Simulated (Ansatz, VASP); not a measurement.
# Mg in VASP and in Ansatz

```xyz
6
Lattice="3.1168 0.0000 0.0000 -1.5584 2.6992 0.0000 0.0000 0.0000 32.6746" Properties=species:S:1:pos:R:3 pbc="T T T"
Mg    0.0000    1.7995    7.0000
Mg    1.5584    0.8997    9.6265
Mg    0.0000    1.7995   12.1815
Mg    1.5584    0.8997   14.7382
Mg    0.0000    1.7995   17.2931
Mg    1.5584    0.8997   19.8723
```

Alike in both runs: task single point; functional PBEsol; dispersion D3(BJ); k mesh 12 × 12 × 1; occupations methfessel-paxton of order 1, width 0.1 eV; no spin polarisation.

|  | VASP | Ansatz |
| --- | --- | --- |
| version | VASP 6.6.1 | Ansatz 0.2.0 |
| potentials or method | VASP PAW PBE potentials, release 64 (Mg) | scalar-relativistic, plane waves, PAW |
| plane-wave cutoff (eV) | 520 | 420 |
| valence electrons in the cell | 12 | 60 |

```csv
,VASP,Ansatz,Ansatz less VASP
gap on the k mesh at the Fermi level (eV),none,none,-
rms of the force components (eV/Å),0.022,0.022,+0.0001
```

Atom by atom the forces differ by 0.001 eV/Å (rms over components). A gap of «none» marks a metal or a gap that the smearing closes. The two sets of potentials don't hold the same shells in valence. Ansatz warned: «xc_potential_rough_in_thin_density».

Caveats: the PAW data sets were made with another functional, which shifts forces and pressure a little (VASP).
